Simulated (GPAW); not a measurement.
Crystal: NaF (Villiaumite).

```
Na F
1.0
     0.00000    2.32000    2.32000
     2.32000    0.00000    2.32000
     2.32000    2.32000    0.00000
Na F
1 1
Direct
  0.00000 0.00000 0.00000
  0.50000 0.50000 0.50000
```

Program: GPAW 26.7.0. Alike in all runs: no spin polarisation; cell as given; smearing fermi-dirac 0.05 eV.

Problem. Order these runs on this cell by their band gap on the k mesh, lowest first.
A. level r2SCAN; potentials or basis GPAW PAW data sets (gpaw-data 1.2.1), pw; k mesh 10 × 10 × 10; cutoff (eV) 800; maxiter 150; band path GXWKGLUWLK,UX; band points 60
B. level PBE; potentials or basis GPAW PAW data sets (gpaw-data 1.2.1), pw; k mesh 8 × 8 × 8; cutoff (eV) 600; maxiter 120; convergence default
C. level LDA; potentials or basis the program's PAW data sets (release 1.2.1) made for this functional, pw; k mesh 8 × 8 × 8; cutoff (eV) 600; maxiter 120; convergence default

Solution. C (5.94 eV), B (6.31 eV), A (7.11 eV).

